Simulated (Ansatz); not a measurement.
**An inverse problem**

Cell vectors (Å):

```
0.0000 2.9393 2.9393
2.9393 0.0000 2.9393
2.9393 2.9393 0.0000
```

| atom | a | b | c |
| --- | --- | --- | --- |
| X | 0.0000 | 0.0000 | 0.0000 |
| P | 0.7500 | 0.7500 | 0.7500 |

The calculation used PBEsol, PAW on Ansatz 0.2.0's default frozen-core files (fitted under PBE), scalar-relativistic. k mesh 8×8×8, strains of ±0.005, fixed occupations.

Elastic constants of a crystal by Kohn-Sham DFT: slopes of the stress over finite engineering strains of the given cell, Voigt indices, Cartesian axes as in the cell vectors.

```csv
index,elastic (GPa)
11,94.8
12,52.8
44,43.2
```

**Question.** All X atoms are one element. Which one was computed?

**Answer.** In; the crystal is InP (F-43m).

Caveats: frozen-core PAW files fitted under PBE, their cores solved anew for the functional of the run; constants at zero field, no piezoelectric stiffening.
